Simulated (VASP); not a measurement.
# ZnO (zincite) (P6_3mc) in VASP: notebook, part 2 of 3

VASP 6.6.1.

## Step 3: Band structure, LDA

INCAR

```
SYSTEM = ZnO
ALGO = Normal ; EDIFF = 1E-6
ENCUT = 520 ; ISIF = 2
ISMEAR = 0 ; KPAR = 2
LASPH = .TRUE. ; LCHARG = .FALSE.
LREAL = .FALSE. ; LWAVE = .FALSE.
NELM = 80 ; PREC = Accurate
SIGMA = 0.03
```

KPOINTS

```
k-points
0
G
  9 9 5
  0 0 0
```

POSCAR

```
ZnO                                     
1.0
    3.2367608139      0.0000000000      0.0000000000
   -1.6183804069      2.8031170908      0.0000000000
    0.0000000000      0.0000000000      5.2238626343
  Zn              O             
     2     2
Direct
     0.3333333332999970    0.6666666667000030    0.4999835651137493
     0.6666666667000030    0.3333333332999970    0.9999835651137564
     0.6666666667000030    0.3333333332999970    0.3790264348862517
     0.3333333332999970    0.6666666667000030    0.8790264348862517
```

KPOINTS_OPT is that of step 2.

Potentials or basis: VASP PAW LDA potentials, release 64 (Zn, O).

Command:

```bash
> cat potpaw_LDA.64/Zn/POTCAR potpaw_LDA.64/O/POTCAR > POTCAR
> mpirun -np 2 vasp_std > vasp.out
```

OUTCAR:

```text
SYSTEM = ZnO
   EDIFF = 1E-6
   ENCUT = 520
   ISIF = 2
   ISMEAR = 0
   LASPH = .TRUE.
   LREAL = .FALSE.
   NELM = 80
   PREC = Accurate

 ion  position               nearest neighbor table
   1  0.333  0.667  0.500-   3 1.97   3 1.97   3 1.97   4 1.98
   2  0.667  0.333  1.000-   4 1.97   4 1.97   4 1.97   3 1.98
   3  0.667  0.333  0.379-   1 1.97   1 1.97   1 1.97   2 1.98
   4  0.333  0.667  0.879-   2 1.97   2 1.97   2 1.97   1 1.98

  LATTYP: Found a hexagonal cell.
 ALAT       =     3.2367608139
 C/A-ratio  =     1.6139167936

  Lattice vectors:

 A1 = (   3.2367608139,   0.0000000000,   0.0000000000)
 A2 = (  -1.6183804069,   2.8031170908,   0.0000000000)
 A3 = (   0.0000000000,   0.0000000000,   5.2238626343)

Analysis of symmetry for initial positions (statically):
=====================================================================
 Subroutine PRICEL returns:
 Original cell was already a primitive cell.

 Routine SETGRP: Setting up the symmetry group for a
 hexagonal supercell.

 Subroutine GETGRP returns: Found 12 space group operations
 (whereof  6 operations were pure point group operations)
 out of a pool of 24 trial point group operations.

[... 170 lines left out ...]

 val. band max:        0.9226211803   @ k =   0.0000   0.0000   0.0000
 cond. band min:       1.6618469920   @ k =   0.0000   0.0000   0.0000
 fundamental gap:      0.7392258117
 Fermi energy:         1.0663747123

 k-point     1 :       0.0000    0.0000    0.0000
  band No.  band energies     occupation
      1     -16.9194      2.00000
      2     -16.1477      2.00000
      3      -4.8762      2.00000
      4      -4.8762      2.00000
      5      -4.8337      2.00000
      6      -4.8309      2.00000
[... 589 lines left out ...]
     21       8.5827      0.00000
     22       8.9094      0.00000

 [... further k-points ...]

------------------------ aborting loop because EDIFF is reached ----------------------------------------

  FORCE on cell =-STRESS in cart. coord.  units (eV):
  Direction    XX          YY          ZZ          XY          YZ          ZX
  --------------------------------------------------------------------------------------
  -------------------------------------------------------------------------------------
  Total       -1.6316470     -1.6316470     -1.5895235     -0.0000000      0.0000000      0.0000000
  in kB      -55.1560534    -55.1560534    -53.7321145     -0.0000000      0.0000000      0.0000000
  external PRESSURE =     -54.6814071 kB  Pullay stress =       0.0000000 kB

 VOLUME and BASIS-vectors are now :
 -----------------------------------------------------------------------------
  energy-cutoff  :      520.00
  volume of cell :       47.40
      direct lattice vectors                 reciprocal lattice vectors
     3.236760814  0.000000000  0.000000000     0.308950849  0.178372856  0.000000000
    -1.618380407  2.803117091  0.000000000     0.000000000  0.356745711  0.000000000
     0.000000000  0.000000000  5.223862634     0.000000000  0.000000000  0.191429230

 POSITION                                       TOTAL-FORCE (eV/Angst)
 -----------------------------------------------------------------------------------
     -0.00000      1.86874      2.61185         0.000000      0.000000      0.004312
      1.61838      0.93437      5.22378         0.000000     -0.000000      0.004312
      1.61838      0.93437      1.97998         0.000000      0.000000     -0.004312
     -0.00000      1.86874      4.59191        -0.000000      0.000000     -0.004312
 -----------------------------------------------------------------------------------
    total drift:                               -0.000000     -0.000001     -0.000078

  FREE ENERGIE OF THE ION-ELECTRON SYSTEM (eV)
  ---------------------------------------------------
  free  energy   TOTEN  =       -21.1301692054 eV

  energy  without entropy=      -21.1301692054  energy(sigma->0) =      -21.13016921
```

stdout:

```text
POSCAR found type information on POSCAR ZnO
 POSCAR found :  2 types and       4 ions
 scaLAPACK will be used
 LDA part: xc-table for (Slater(with rela. corr.)+CA(PZ))
 , standard interpolation
 POSCAR, INCAR and KPOINTS ok, starting setup
 FFT: planning ... GRIDC
 FFT: planning ... GRID_SOFT
 FFT: planning ... GRID
 WAVECAR not read
 entering main loop
 Start KPOINTS_OPT (optional k-point list driver)
k-point batch [1-36\213]
k-point batch [37-72\213]
k-point batch [73-108\213]
k-point batch [109-144\213]
k-point batch [145-180\213]
k-point batch [181-213\213]
```

Run time: 45 s. Hardware: 2 MPI ranks of Intel Xeon Platinum 8375C at 2.90GHz (Ice Lake), shared host; peak memory 0.17 GiB.

What came out:

- Free energy: -21.1302 eV
- Pressure: -5.5 GPa
- Largest force: 0.004 eV/Å
- Band gap on the k mesh: 0.74 eV, direct
- Band gap along the path: 0.74 eV, direct

Forces on the atoms (eV/Å):
```
Zn   0.000  0.000  0.004
Zn   0.000  0.000  0.004
O    0.000  0.000 -0.004
O    0.000  0.000 -0.004
```

Levels at the corners of the path, in eV from the valence-band top:
| point | band 15 | band 16 | band 17 | band 18 | band 19 | band 20 | band 21 | band 22 |
| --- | --- | --- | --- | --- | --- | --- | --- | --- |
| Γ | -0.81 | -0.09 | 0.00 | 0.00 | 0.74 | 5.12 | 8.07 | 12.72 |
| M | -2.89 | -2.30 | -1.33 | -0.85 | 5.70 | 6.71 | 7.41 | 8.40 |
| M | -2.89 | -2.30 | -1.33 | -0.85 | 5.70 | 6.71 | 7.41 | 8.40 |
| K | -3.58 | -1.96 | -1.96 | -1.77 | 7.47 | 7.61 | 7.61 | 8.01 |
| K | -3.58 | -1.96 | -1.96 | -1.77 | 7.47 | 7.61 | 7.61 | 8.01 |
| Γ | -0.81 | -0.09 | 0.00 | 0.00 | 0.74 | 5.12 | 8.07 | 12.72 |
| Γ | -0.81 | -0.09 | 0.00 | 0.00 | 0.74 | 5.12 | 8.07 | 12.72 |
| A | -0.40 | -0.40 | -0.40 | -0.40 | 3.39 | 3.39 | 9.89 | 9.89 |
| A | -0.40 | -0.40 | -0.40 | -0.40 | 3.39 | 3.39 | 9.89 | 9.89 |
| L | -1.53 | -1.53 | -1.41 | -1.41 | 5.57 | 5.57 | 8.32 | 8.32 |
| L | -1.53 | -1.53 | -1.41 | -1.41 | 5.57 | 5.57 | 8.32 | 8.32 |
| H | -2.75 | -2.75 | -1.28 | -1.28 | 7.85 | 7.85 | 7.86 | 7.86 |
| H | -2.75 | -2.75 | -1.28 | -1.28 | 7.85 | 7.85 | 7.86 | 7.86 |
| A | -0.40 | -0.40 | -0.40 | -0.40 | 3.39 | 3.39 | 9.89 | 9.89 |
| L | -1.53 | -1.53 | -1.41 | -1.41 | 5.57 | 5.57 | 8.32 | 8.32 |
| M | -2.89 | -2.30 | -1.33 | -0.85 | 5.70 | 6.71 | 7.41 | 8.40 |
| K | -3.58 | -1.96 | -1.96 | -1.77 | 7.47 | 7.61 | 7.61 | 8.01 |
| H | -2.75 | -2.75 | -1.28 | -1.28 | 7.85 | 7.85 | 7.86 | 7.86 |

## Step 4: Band structure, r2SCAN

INCAR

```
SYSTEM = ZnO
ALGO = Normal ; EDIFF = 1E-6
ENCUT = 520 ; ISIF = 2
ISMEAR = 0 ; KPAR = 2
LASPH = .TRUE. ; LCHARG = .FALSE.
LMIXTAU = .TRUE. ; LREAL = .FALSE.
LWAVE = .FALSE. ; METAGGA = R2SCAN
NELM = 80 ; PREC = Accurate
SIGMA = 0.03
```

KPOINTS is that of step 3.

POSCAR is that of step 3.

KPOINTS_OPT is that of step 3.

Potentials or basis: VASP PAW PBE potentials, release 64 (Zn, O).

Command:

```bash
> cat potpaw_PBE.64/Zn/POTCAR potpaw_PBE.64/O/POTCAR > POTCAR
> mpirun -np 2 vasp_std > vasp.out
```

It took 2.5 min on 2 MPI ranks of Intel Xeon Platinum 8375C at 2.90GHz (Ice Lake), shared host; peak memory 0.2 GiB.

Results (log left out):

```
Free energy             : -36.3181 eV
Pressure                : 0.4 GPa
Largest force           : 0.016 eV/Å
Band gap on the k mesh  : 1.23 eV, direct
Band gap along the path : 1.23 eV, direct
```

Forces on the atoms (eV/Å):
```
Zn   0.000  0.000 -0.016
Zn   0.000  0.000 -0.016
O    0.000  0.000  0.016
O    0.000  0.000  0.016
```

Levels at the corners of the path, in eV from the valence-band top:
| point | band 15 | band 16 | band 17 | band 18 | band 19 | band 20 | band 21 | band 22 |
| --- | --- | --- | --- | --- | --- | --- | --- | --- |
| Γ | -0.81 | -0.09 | 0.00 | 0.00 | 1.23 | 5.87 | 8.80 | 13.73 |
| M | -2.86 | -2.32 | -1.31 | -0.86 | 6.42 | 7.36 | 8.06 | 9.31 |
| M | -2.86 | -2.32 | -1.31 | -0.86 | 6.42 | 7.36 | 8.06 | 9.31 |
| K | -3.56 | -1.96 | -1.96 | -1.76 | 8.09 | 8.44 | 8.44 | 8.67 |
| K | -3.56 | -1.96 | -1.96 | -1.76 | 8.09 | 8.44 | 8.44 | 8.67 |
| Γ | -0.81 | -0.09 | 0.00 | 0.00 | 1.23 | 5.87 | 8.80 | 13.73 |
| Γ | -0.81 | -0.09 | 0.00 | 0.00 | 1.23 | 5.87 | 8.80 | 13.73 |
| A | -0.40 | -0.40 | -0.40 | -0.40 | 3.93 | 3.93 | 10.80 | 10.80 |
| A | -0.40 | -0.40 | -0.40 | -0.40 | 3.93 | 3.93 | 10.80 | 10.80 |
| L | -1.54 | -1.54 | -1.41 | -1.41 | 6.24 | 6.24 | 9.16 | 9.16 |
| L | -1.54 | -1.54 | -1.41 | -1.41 | 6.24 | 6.24 | 9.16 | 9.16 |
| H | -2.73 | -2.73 | -1.29 | -1.29 | 8.50 | 8.50 | 8.69 | 8.69 |
| H | -2.73 | -2.73 | -1.29 | -1.29 | 8.50 | 8.50 | 8.69 | 8.69 |
| A | -0.40 | -0.40 | -0.40 | -0.40 | 3.93 | 3.93 | 10.80 | 10.80 |
| L | -1.54 | -1.54 | -1.41 | -1.41 | 6.24 | 6.24 | 9.16 | 9.16 |
| M | -2.86 | -2.32 | -1.31 | -0.86 | 6.42 | 7.36 | 8.06 | 9.31 |
| K | -3.56 | -1.96 | -1.96 | -1.76 | 8.09 | 8.44 | 8.44 | 8.67 |
| H | -2.73 | -2.73 | -1.29 | -1.29 | 8.50 | 8.50 | 8.69 | 8.69 |

Caveat: the PAW data sets were made with another functional, which shifts forces and pressure a little.

## Step 5: Band structure, TB-mBJ

POSCAR is that of step 4.

INCAR.step1

```
SYSTEM = ZnO
ALGO = Normal ; EDIFF = 1E-5
ENCUT = 520 ; GGA = PE
ISIF = 2 ; ISMEAR = 0
KPAR = 2 ; LASPH = .TRUE.
LCHARG = .FALSE. ; LREAL = .FALSE.
LWAVE = .TRUE. ; NELM = 80
PREC = Accurate ; SIGMA = 0.03
```

INCAR.step2

```
SYSTEM = ZnO
ALGO = Normal ; EDIFF = 1E-6
ENCUT = 520 ; ISIF = 2
ISMEAR = 0 ; ISTART = 1
KPAR = 2 ; LASPH = .TRUE.
LCHARG = .FALSE. ; LREAL = .FALSE.
LWAVE = .FALSE. ; METAGGA = MBJ
NELM = 80 ; PREC = Accurate
SIGMA = 0.03
```

KPOINTS is that of step 4.

KPOINTS_OPT is that of step 4.

Command:

```bash
> cat potpaw_PBE.64/Zn/POTCAR potpaw_PBE.64/O/POTCAR > POTCAR
> cp INCAR.step1 INCAR
> mpirun -np 2 vasp_std > vasp.out
> cp INCAR.step2 INCAR
> mpirun -np 2 vasp_std > vasp.out
```

Wall time 1.7 min (2 MPI ranks of Intel Xeon Platinum 8375C at 2.90GHz (Ice Lake), shared host); peak memory 0.19 GiB.

Results (log left out):

- Band gap on the k mesh: 2.57 eV, direct
- Band gap along the path: 2.57 eV, direct

Levels at the corners of the path, in eV from the valence-band top:
| point | band 16 | band 17 | band 18 | band 19 | band 20 | band 21 |
| --- | --- | --- | --- | --- | --- | --- |
| Γ | -0.10 | 0.00 | 0.00 | 2.57 | 7.26 | 9.90 |
| M | -2.04 | -1.07 | -0.77 | 7.61 | 8.55 | 9.33 |
| M | -2.04 | -1.07 | -0.77 | 7.61 | 8.55 | 9.33 |
| K | -1.64 | -1.64 | -1.47 | 9.44 | 9.61 | 9.61 |
| K | -1.64 | -1.64 | -1.47 | 9.44 | 9.61 | 9.61 |
| Γ | -0.10 | 0.00 | 0.00 | 2.57 | 7.26 | 9.90 |
| Γ | -0.10 | 0.00 | 0.00 | 2.57 | 7.26 | 9.90 |
| A | -0.35 | -0.35 | -0.35 | 5.03 | 5.03 | 12.07 |
| A | -0.35 | -0.35 | -0.35 | 5.03 | 5.03 | 12.07 |
| L | -1.36 | -1.24 | -1.24 | 7.54 | 7.54 | 10.36 |
| L | -1.36 | -1.24 | -1.24 | 7.54 | 7.54 | 10.36 |
| H | -2.25 | -1.17 | -1.17 | 9.67 | 9.67 | 9.89 |
| H | -2.25 | -1.17 | -1.17 | 9.67 | 9.67 | 9.89 |
| A | -0.35 | -0.35 | -0.35 | 5.03 | 5.03 | 12.07 |
| L | -1.36 | -1.24 | -1.24 | 7.54 | 7.54 | 10.36 |
| M | -2.04 | -1.07 | -0.77 | 7.61 | 8.55 | 9.33 |
| K | -1.64 | -1.64 | -1.47 | 9.44 | 9.61 | 9.61 |
| H | -2.25 | -1.17 | -1.17 | 9.67 | 9.67 | 9.89 |

Caveat: the PAW data sets were made with another functional, which shifts forces and pressure a little.

## Step 6: Dielectric tensor, PBE

INCAR

```
SYSTEM = ZnO
PREC = Accurate ; ENCUT = 520
EDIFF = 1E-8 ; ISMEAR = 0
SIGMA = 0.03 ; LREAL = .False.
LASPH = .True. ; NELM = 80
ALGO = Normal ; ISIF = 2
LWAVE = .False. ; LCHARG = .False.
GGA = PE ; LEPSILON = .True.
KPAR = 2
```

KPOINTS

```
Automatic mesh
0
Gamma
  15 15 9
  0 0 0
```

POSCAR is that of step 5.

Potentials or basis: VASP PAW PBE potentials, release 64 (Zn, O).

Command:

```bash
> cat potpaw_PBE.64/Zn/POTCAR potpaw_PBE.64/O/POTCAR > POTCAR
> mpirun -np 2 vasp_std > vasp.out
```

OUTCAR:

```text
SYSTEM = ZnO
   PREC = Accurate
   ENCUT = 520
   EDIFF = 1E-8
   ISMEAR = 0
   LREAL = .False.
   LASPH = .True.
   NELM = 80
   ISIF = 2
   GGA = PE
   LEPSILON = .True.

 ion  position               nearest neighbor table
   1  0.333  0.667  0.500-   3 1.97   3 1.97   3 1.97   4 1.98
   2  0.667  0.333  1.000-   4 1.97   4 1.97   4 1.97   3 1.98
   3  0.667  0.333  0.379-   1 1.97   1 1.97   1 1.97   2 1.98
   4  0.333  0.667  0.879-   2 1.97   2 1.97   2 1.97   1 1.98

  LATTYP: Found a hexagonal cell.
 ALAT       =     3.2367608139
 C/A-ratio  =     1.6139167936

  Lattice vectors:

 A1 = (   3.2367608139,   0.0000000000,   0.0000000000)
 A2 = (  -1.6183804069,   2.8031170908,   0.0000000000)
 A3 = (   0.0000000000,   0.0000000000,   5.2238626343)

Analysis of symmetry for initial positions (statically):
=====================================================================
 Subroutine PRICEL returns:
 Original cell was already a primitive cell.

 Routine SETGRP: Setting up the symmetry group for a
 hexagonal supercell.

 Subroutine GETGRP returns: Found 12 space group operations
[... 833 lines left out ...]
  free energy    TOTEN  =        -0.57579324 eV

  energy without entropy =       -0.57579324

------------------------ aborting loop because EDIFF is reached ----------------------------------------

 PIEZOELECTRIC TENSOR FIELD DIRECTION 3  (e Angst)
 -----------------------------------------------------------------------------
     1.14013  0.00000 -0.00000           (  0.05267  0.00000  0.00000)
     0.00000  1.14013  0.00000           (  0.00000  0.05267  0.00000)
     0.00000  0.00000 -2.30260           (  0.00000  0.00000 -0.10762)

 PIEZOELECTRIC TENSOR FIELD DIRECTION 3  (C/m^2)
 -----------------------------------------------------------------------------
     0.38541  0.00000 -0.00000
     0.00000  0.38541  0.00000
     0.00000  0.00000 -0.77837

 MACROSCOPIC STATIC DIELECTRIC TENSOR (including local field effects in DFT)
 ------------------------------------------------------
           5.136477     0.000000     0.000000
           0.000000     5.136477     0.000000
           0.000000     0.000000     5.156803
 ------------------------------------------------------

 PIEZOELECTRIC TENSOR (including local field effects)  for field in x, y, z        (e  Angst)
          XX          YY          ZZ          XY          YZ          ZX
  --------------------------------------------------------------------------------
  x    -0.00000     0.00000     0.00000     0.00000     0.00000     1.20547
  y    -0.00000    -0.00000     0.00000     0.00000     1.20547     0.00000
  z     1.14013     1.14013    -2.30260     0.00000     0.00000     0.00000

 PIEZOELECTRIC TENSOR (including local field effects)  for field in x, y, z        (C/m^2)
          XX          YY          ZZ          XY          YZ          ZX
  --------------------------------------------------------------------------------
  x    -0.00000     0.00000     0.00000     0.00000     0.00000     0.40749
  y    -0.00000    -0.00000     0.00000     0.00000     0.40750     0.00000
  z     0.38541     0.38541    -0.77837     0.00000     0.00000     0.00000

 BORN EFFECTIVE CHARGES (including local field effects) (in |e|, cummulative output)
 ---------------------------------------------------------------------------------
 ion    1
    1     2.10740     0.00000     0.00000
    2     0.00000     2.10740     0.00000
    3    -0.00000     0.00000     2.16116
 ion    2
    1     2.10740     0.00000     0.00000
    2     0.00000     2.10740    -0.00000
    3     0.00000     0.00000     2.16116
 ion    3
    1    -2.10740    -0.00000    -0.00000
    2    -0.00000    -2.10740     0.00000
    3     0.00000     0.00000    -2.16116
 ion    4
    1    -2.10740    -0.00000     0.00000
    2    -0.00000    -2.10740     0.00000
    3    -0.00000    -0.00000    -2.16116
```

OSZICAR:

```text
N       E                     dE             d eps       ncg     rms          rms(c)
DAV:   1     0.288142156703E+03    0.28814E+03   -0.19006E+04  5988   0.239E+03
DAV:   2     0.949896050056E+01   -0.27864E+03   -0.26788E+03  6344   0.441E+02
DAV:   3    -0.204900131247E+02   -0.29989E+02   -0.29765E+02  7032   0.154E+02
[... 12 lines left out ...]
RMM:   6    -0.575655245777E+00   -0.14231E-02   -0.34215E-05 10105   0.466E-02    0.606E-03
RMM:   7    -0.575712338253E+00   -0.57092E-04   -0.11453E-06  9601   0.778E-03    0.176E-03
RMM:   8    -0.575796726196E+00   -0.84388E-04   -0.82180E-08 10021   0.356E-03    0.387E-04
RMM:   9    -0.575791629552E+00    0.50966E-05    0.39626E-08 10027   0.757E-04    0.168E-04
RMM:  10    -0.575792699450E+00   -0.10699E-05   -0.55954E-09  9271   0.385E-04    0.268E-05
RMM:  11    -0.575793235396E+00   -0.53595E-06    0.32454E-09  4230   0.551E-05    0.970E-06
```

stdout:

```text
POSCAR found type information on POSCAR ZnO
 POSCAR found :  2 types and       4 ions
 scaLAPACK will be used
 LDA part: xc-table for (Slater+PW92), standard interpolation
 POSCAR, INCAR and KPOINTS ok, starting setup
 FFT: planning ... GRIDC
[... 102 lines left out ...]
 onal to |phi(0)> (-1.016814489844045E-004,5.623973509116809E-015)
 LRF_COMMUTATOR internal error: the vector H(1)-e(1) S(1) |phi(0)> is not orthog
 onal to |phi(0)> (-1.004870873256604E-004,1.567496132892643E-014)
 LRF_COMMUTATOR internal error: the vector H(1)-e(1) S(1) |phi(0)> is not orthog
 onal to |phi(0)> (1.022412939526707E-004,-4.073130721593543E-015)
 LRF_COMMUTATOR internal error: the vector H(1)-e(1) S(1) |phi(0)> is not orthog
 onal to |phi(0)> (-1.018165055423435E-004,4.692522607211818E-016)
 LRF_COMMUTATOR internal error: the vector H(1)-e(1) S(1) |phi(0)> is not orthog
 onal to |phi(0)> (-1.029420982022536E-004,-2.581287647146903E-015)
 LRF_COMMUTATOR internal erro
```

Run time: 9.3 min. Hardware: 2 MPI ranks of Intel Xeon Platinum 8375C at 2.90GHz (Ice Lake), shared host; peak memory 1.1 GiB.

What came out:

```yaml
Band_gap_on_the_k_mesh: 0.79 eV, direct
Electronic_dielectric_tensor_diagonal: 5.14, 5.14, 5.16
Born_charges_mean_of_the_diagonal: Zn +2.13; O -2.13 e
```

Levels at points of the mesh, in eV from the valence-band top:
| k point | band 14 | band 15 | band 16 | band 17 | band 18 | band 19 | band 20 | band 21 | band 22 |
| --- | --- | --- | --- | --- | --- | --- | --- | --- | --- |
| (0.00, 0.00, 0.00) | -0.80 | -0.80 | -0.09 | 0.00 | 0.00 | 0.79 | 5.24 | 8.20 | 12.93 |

Electronic dielectric tensor:
```
5.14 0.00 0.00
0.00 5.14 0.00
0.00 0.00 5.16
```

Born effective charge tensors (e):
atom 1, Zn
```
2.11 0.00 0.00
0.00 2.11 0.00
0.00 0.00 2.16
```
atom 2, Zn
```
2.11 0.00 0.00
0.00 2.11 0.00
0.00 0.00 2.16
```
atom 3, O
```
-2.11  0.00  0.00
 0.00 -2.11  0.00
 0.00  0.00 -2.16
```
atom 4, O
```
-2.11  0.00  0.00
 0.00 -2.11  0.00
 0.00  0.00 -2.16
```

Caveat: an odd mesh through Γ misses points on the zone boundary, where band edges often lie.

[end of part 2 of 3]
